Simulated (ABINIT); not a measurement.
The system is TiC.

```
Ti C
1.0
     0.00000    2.16572    2.16572
     2.16572    0.00000    2.16572
     2.16572    2.16572    0.00000
Ti C
1 1
Direct
  0.00000 0.00000 0.00000
  0.50000 0.50000 0.50000
```

The cell is a database's computed one.

Base run:

* Program: ABINIT 10.8.3 (patched build)
* Functional: r2SCAN
* Potentials or basis: JTH PAW LDA v2.0
* Cutoff: 653 eV
* k mesh: 11 × 11 × 11
* Occupations: fermi-dirac, width 0.05 eV
* Spin: no spin polarisation

Its results: band gap on the k mesh none (metal or under the smearing width); pressure 3.0 GPa.

Question: The run is repeated on the same cell with these changes: functional from r2SCAN to LDA; potentials or basis from JTH PAW LDA v2.0 to PseudoDojo NC SR LDA v0.4 stringent; cutoff from 653 eV to 1143 eV. What comes out?

Answer: Band gap on the k mesh none (metal or under the smearing width); pressure -12.3 GPa.

Caveats: the PAW data sets were made with another functional, which shifts forces and pressure a little (some runs).
